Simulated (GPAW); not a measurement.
Crystal: LiH.

```
Li H
1.0
     0.00000    2.03675    2.03675
     2.03675    0.00000    2.03675
     2.03675    2.03675    0.00000
Li H
1 1
Direct
  0.00000 0.00000 0.00000
  0.50000 0.50000 0.50000
```

```yaml
Program: GPAW 26.7.0
Task: relaxation of cell and atoms
Functional: PBEsol
Dispersion: D3(BJ)+ATM
Potentials_or_basis: PAW data sets generated in the run's folder for this functional
Cutoff: 800 eV
Basis: pw
k_mesh: 11 × 11 × 11
Occupations: fermi-dirac, width 0.05 eV
Spin: no spin polarisation
```

At the start: pressure -4.3 GPa; volume 8.45 Å³/atom.

**Question.** How do energy, volume and symmetry change on relaxing?

**Answer.** Over 4 steps the energy falls by 14.9 meV/atom and the volume is 7.43 Å³/atom (-12.0 %); space group Fm-3m (No. 225, to 0.05 Å).

The path:
```csv
step,energy change (eV),largest force (eV/Å),pressure (GPa),volume (Å³)
1,0.0000,0.0000,-4.28,16.90
2,-0.0021,0.0000,-4.16,16.82
3,-0.0296,0.0000,0.50,14.67
4,-0.0299,0.0000,-0.04,14.86
```

Final structure:
```cif
data_structure
_symmetry_space_group_name_H-M 'P 1'
_symmetry_Int_Tables_number 1
_cell_length_a 2.7598
_cell_length_b 2.7598
_cell_length_c 2.7598
_cell_angle_alpha 60.000
_cell_angle_beta 60.000
_cell_angle_gamma 60.000
_cell_volume 14.86
loop_
_atom_site_label
_atom_site_type_symbol
_atom_site_fract_x
_atom_site_fract_y
_atom_site_fract_z
_atom_site_occupancy
Li1 Li 0.00000 0.00000 0.00000 1
H1 H 0.50000 0.50000 0.50000 1
```

Caveat: the data sets keep Ga 3d, Li 1s and Be 1s frozen, and some such compounds lay over 1.5 % in volume off other programs; later steps reuse the first step's grids.
